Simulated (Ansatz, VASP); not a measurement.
## KMgF3: VASP beside Ansatz

```
CELL_PARAMETERS angstrom
3.98590 0.00000 0.00000
0.00000 3.98590 0.00000
0.00000 0.00000 3.98590
ATOMIC_POSITIONS crystal
K 0.44982 0.44982 0.50000
Mg 0.00000 0.00000 0.00000
F 0.50000 0.00000 0.00000
F 0.00000 0.50000 0.00000
F 0.00000 0.00000 0.50000
```

Alike in both runs: task single point; functional PBE; k mesh 6 × 6 × 6; occupations gaussian, width 0.05 eV; no spin polarisation.

|  | VASP | Ansatz |
| --- | --- | --- |
| version | VASP 6.6.1 | Ansatz 0.2.0 |
| potentials or method | VASP PAW PBE potentials, release 64 (K_sv, Mg, F) | scalar-relativistic, plane waves, PAW |
| plane-wave cutoff (eV) | 520 | 420 |
| valence electrons in the cell | 32 | 40 |

Ansatz gave:

| Quantity | Value |
| --- | --- |
| gap on the k mesh at the Fermi level (eV) | 7.34 |
| least direct gap on the mesh (eV) | 7.66 |
| pressure (GPa) | 4.7 |
| largest component of the traceless stress (GPa) | 0.93 |
| rms of the force components (eV/Å) | 0.238 |

Question: Estimate VASP's values.

Answer: gap on the k mesh at the Fermi level (eV): 7.31; least direct gap on the mesh (eV): 7.63; pressure (GPa): 4.4; largest component of the traceless stress (GPa): 0.95; rms of the force components (eV/Å): 0.245.

Atom by atom the forces differ by 0.007 eV/Å (rms over components). The two sets of potentials don't hold the same shells in valence.

A k mesh can miss the band edges.
